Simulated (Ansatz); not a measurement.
AgI, space group F-43m, a convergence test of the plane-wave cutoff

Program: the Python package of Ansatz (0.2.0).

Run as a notebook:

In [1]:
```python
import ansatz as az
import pandas as pd
from pymatgen.core import Lattice, Structure
from pymatgen.io.ase import AseAtomsAdaptor
```

In [2]:
```python
SETTINGS = {
    "xc": "LDA",
    "kmesh": (4, 4, 4),
    "filling": "Fixed",
    "tolerance": 1e-07,
}
```

In [3]:
```python
pmg_structure = Structure(
    Lattice([[0.0, 3.2365, 3.2365], [3.2365, 0.0, 3.2365], [3.2365, 3.2365, 0.0]]),
    ["Ag", "I"],
    [
        [0.0, 0.0, 0.0],
        [0.25, 0.25, 0.25],
    ],
)
cell = az.Crystal.from_ase(AseAtomsAdaptor.get_atoms(pmg_structure))
```

In [4]:
```python
len(cell.resolved().sites)
```
Out [4]:
```text
2
```

In [5]:
```python
calc = (
    cell.calculation()
    .functional(SETTINGS["xc"])
    .kpoints(*SETTINGS["kmesh"])
    .occupations(SETTINGS["filling"])
    .scf(tolerance=SETTINGS["tolerance"])
    .stress()
)

rows = []
for value in [300, 400, 500, 600, 700]:
    summary = calc.basis(value).run(threads=1, backend="cpu").report
    rows.append((value, summary["free_energy_ev"] / len(summary["lattice"]["sites"]), summary["n_iterations"], sum(summary["stress_gpa"][i][i] for i in range(3)) / 3, summary["n_pw"]))

table = pd.DataFrame(rows, columns=["cutoff (eV)", "F/atom (eV)", "iterations", "P (GPa)", "plane waves"])
table.round(5)
```
```text
DeckWarning: basis.ecutwfc = 300 eV is below the records' recommended 420 eV, and the density's cutoff is lower with it unless basis.ecutrho_ratio is high enough to keep the records' density cutoff: compare with a run at a higher cutoff
DeckWarning: output.stress: scf.convergence.dr2_threshold = 1e-7 eV (the SCF's general default) is looser than the 2e-10 eV advised for a printed stress (1e-10 eV for each atom of the cell: 2). What an SCF threshold leaves in a stress goes as its square root, and in the free energy as the threshold itself, and one [...]
DeckWarning: basis.ecutwfc = 400 eV is below the records' recommended 420 eV, and the density's cutoff is lower with it unless basis.ecutrho_ratio is high enough to keep the records' density cutoff: compare with a run at a higher cutoff
```
Out [5]:
```text
   cutoff (eV)  F/atom (eV)  iterations  P (GPa)  plane waves
0          300  -7407.03777           6 -1.86036          821
1          400  -7407.12920           7 -1.90103         1243
2          500  -7407.13067           7 -1.90349         1759
3          600  -7407.13090           7 -1.90376         2229
4          700  -7407.13107           7 -1.90388         2741
```

In [6]:
```python
# the last row is the reference
for row in rows[:-1]:
    shift = 1000 * (row[1] - rows[-1][1])
    print(f"{row[0]}: {shift:+.2f} meV/atom" + ("  (within 1 meV)" if abs(shift) < 1 else ""))
```
```text
300: +93.30 meV/atom
400: +1.87 meV/atom
500: +0.39 meV/atom  (within 1 meV)
600: +0.17 meV/atom  (within 1 meV)
```

From 500 eV on it stays within 1 meV an atom of the value at 700 eV; the first row (300 eV) is off by 93.3 meV and the last but one by 0.17 meV. The energy falls steadily, as expected when plane waves are added. The pressure moves from -1.86 to -1.90 GPa (the program's stress holds a Pulay correction, so it settles early).

What to keep in mind:
- The k-point mesh is coarse, and energy and stress weren't tested for convergence.
- Of the deposited cell: the entry's cell lengths or inner coordinates differ somewhat from later room-temperature determinations.
- Pressure is positive in compression.
- The starting cell is as deposited in a crystallographic database; the results hold for this polymorph, which needn't be the stable one.
- Warnings are shown shortened and without file and line.
- Shifts are counted from the last row, which is itself no proven limit.
- Wall time of the script: 7.7 s on 1 thread of Arm Neoverse V2, with other jobs on the host, peak memory 0.48 GiB.

(Lines on the test bed's own set-up are left out of the output.)
